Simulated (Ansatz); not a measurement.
## A series in volume per atom on Ga

Results calculated with Ansatz 0.2.0 development build, not measured. Equation of state of a cubic crystal from periodic Kohn-Sham density functional theory without spin; pressure corrected for the finite basis.

Cell of the first row (space group Fd-3m, No. 227):
```
Ga
1.0
      0.0000     2.8601     2.8601
      2.8601     0.0000     2.8601
      2.8601     2.8601     0.0000
Ga
2
Direct
  0.00000 0.00000 0.00000
  0.25000 0.25000 0.25000
```

Settings of every row: formula Ga; structure type diamond; functional r2SCAN; spin treatment none; k mesh 10x10x10; occupation method fermi-dirac; occupation width 0.1 eV; wave cutoff 500 eV; datasets soft-1 PAW; density cutoff ratio 4.

Limits: a cubic model structure, not a phase known at ambient conditions.

| row | volume per atom (Å³) | pressure (GPa) | energy above lowest point (meV/atom) |
| --- | --- | --- | --- |
| 1 | 23.396 | 1.41 | 3.05 |
| 2 | 24.16 | -0.087 | 0 |
| 3 | 24.922 | ? | ? |
| 4 | 25.685 | -2.402 | 12.5 |
| 5 | 26.448 | -3.277 | 26.09 |

Question: what pressure and energy above lowest point should row 3 give?

Worked fit of pressure. Take u = (V_r/V)^(2/3) − 1 with V_r = 24.922 Å³ an atom, which is twice the finite (Eulerian) strain; such expansions in the strain, on which the Birch-Murnaghan equation of state is built, carry the rest volume and the bulk modulus. The shown rows have u = 0.04302, 0.02092, -0.0199, -0.03885. Least squares give pressure = −1.3466 + 56.52 × u + 175.71 × u² GPa; a straight line predicts inner rows, each left out in turn, worse (root mean square 0.17 against 0.00068 GPa). All shown rows lie on it to the printed digit. The pressure vanishes at u = 0.0223, or V = 24.11 Å³ an atom, and there the bulk modulus at fixed shape and fractions is B = −V dP/dV = (2/3)(1 + u) dP/du = 43.9 GPa. The withheld row has u = 0, so the fit gives −1.3466 + 56.52 × (0) + 175.71 × (0)² = -1.347 GPa.

The calculation gave -1.346 GPa. The fit lies 0.001 GPa (0.021 % of the column's range) below it, one unit of the last digit.

Worked fit of energy above lowest point. Take u = (V_r/V)^(2/3) − 1 with V_r = 24.922 Å³ an atom, which is twice the finite (Eulerian) strain; such expansions in the strain, on which the Birch-Murnaghan equation of state is built, carry the rest volume and the bulk modulus. The shown rows have u = 0.04302, 0.02092, -0.0199, -0.03885. Least squares give energy above lowest point = 3.498 − 311.08 × u + 6978.1 × u² meV/atom; a straight line predicts inner rows, each left out in turn, worse (root mean square 6.8 against 0.12 meV/atom). The rows lie off it by 0.02, -0.04, 0.05, -0.03 (root mean square 0.037 meV/atom). Its lowest point lies at u = 0.0223, or V = 24.11 Å³ an atom, and the curvature there gives the bulk modulus at fixed shape and fractions, B = (4/9)(1 + u)² E″(u)/V = 43.1 GPa. The withheld row has u = 0, so the fit gives 3.498 − 311.08 × (0) + 6978.1 × (0)² = 3.50 meV/atom.

The calculation gave 3.49 meV/atom. The fit lies 0.01 meV/atom (0.038 % of the column's range) above it, one unit of the last digit.
